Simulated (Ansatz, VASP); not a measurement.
One calculation of AlGa3N4, two programs

```
CELL_PARAMETERS angstrom
4.46763 0.00000 0.00000
0.00000 4.46763 0.00000
0.00000 0.00000 4.46763
ATOMIC_POSITIONS crystal
Al 0.00000 0.00000 0.00000
Ga 0.50000 0.50000 0.00000
Ga 0.50000 0.00000 0.50000
Ga 0.00000 0.50000 0.50000
N 0.75503 0.75503 0.24497
N 0.75503 0.24497 0.75503
N 0.24497 0.75503 0.75503
N 0.24497 0.24497 0.24497
```

Alike in both runs: functional PBEsol; k mesh 6 × 6 × 6; occupations gaussian, width 0.02 eV; no spin polarisation.

Ansatz relaxed the structure, and its values are those at the end. VASP's run is a single point on that final structure, the one shown.

```csv
,VASP,Ansatz
version,VASP 6.6.1,Ansatz 0.2.0
potentials or method,"VASP PAW PBE potentials, release 64 (Al, Ga_d, N)","scalar-relativistic, plane waves, PAW"
plane-wave cutoff (eV),520,420
valence electrons in the cell,62,62
```

Ansatz gave:

- gap on the k mesh at the Fermi level (eV): 2.29
- least direct gap on the mesh (eV): 2.29
- pressure (GPa): 0.0
- rms of the force components (eV/Å): 0.000

Task: Estimate VASP's values.

Result: gap on the k mesh at the Fermi level (eV): 2.31; least direct gap on the mesh (eV): 2.31; pressure (GPa): -0.2; rms of the force components (eV/Å): 0.003.

Caveats: the PAW data sets were made with another functional, which shifts forces and pressure a little (VASP). As with any semilocal functional, this PBEsol gap is likely too small.
